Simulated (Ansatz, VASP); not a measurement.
## Two plane-wave programs on Ti

INCAR

```
PREC = Accurate ; ENCUT = 520
EDIFF = 1E-6 ; ISMEAR = 1
SIGMA = 0.1 ; LREAL = F
LASPH = T ; NELM = 100
ALGO = Normal ; ISIF = 2
LWAVE = F ; LCHARG = T
GGA = CA ; LELF = T
LVHAR = T ; NBANDS = 19
```

KPOINTS

```
regular mesh
0
Gamma
  13 13 7
```

The input POSCAR:

```
Ti
1.0
    2.8638698861      0.0000000000      0.0000000000
   -1.4319349430      2.4801840745      0.0000000000
    0.0000000000      0.0000000000      4.5399943151
Ti
2
Direct
    0.3333333333      0.6666666667      0.2500000000
    0.6666666667      0.3333333333      0.7500000000
```

Input for Ansatz:

```yaml
crystal:
  lattice:
    - [2.8638698861, 0.0, 0.0]
    - [-1.431934943, 2.4801840745, 0.0]
    - [0.0, 0.0, 4.5399943151]
  atoms:
    - { symbol: Ti, position: [0.3333333333, 0.6666666667, 0.25] }
    - { symbol: Ti, position: [0.6666666667, 0.3333333333, 0.75] }
hamiltonian:
  xc: lda
  pseudopotentials:
    kind: paw
    azcp:
      Ti: "pseudopotentials/Ti.paw.azcp"
basis:
  ecutwfc: 420
  fft_grid_basis: typed
kpoints:
  mp_grid: { grid: [13, 13, 7], shift: [0, 0, 0] }
magnetization:
  spin_polarized: false
scf:
  occupations: { method: cold, width: 0.1 }
  lower_state_search: "off"
output:
  stress: true
```

Alike in both runs: task single point; functional LDA; k mesh 13 × 13 × 7; no spin polarisation.

|  | VASP | Ansatz |
| --- | --- | --- |
| version | VASP 6.6.1 | Ansatz 0.2.0 |
| potentials or method | VASP PAW LDA potentials, release 64 (Ti_sv) | plane waves (420 eV) with PAW, scalar-relativistic |
| plane-wave cutoff (eV) | 520 | 420 |
| occupations | methfessel-paxton of order 1, width 0.1 eV | cold, width 0.1 eV |
| valence electrons in the cell | 24 | 24 |

|  | VASP | Ansatz | Ansatz less VASP |
| --- | --- | --- | --- |
| pressure (GPa) | -0.2 | -0.1 | +0.11 |
| largest component of the traceless stress (GPa) | 0.41 | 0.37 | -0.039 |

Ansatz warned: «pseudo_functional_mismatch».
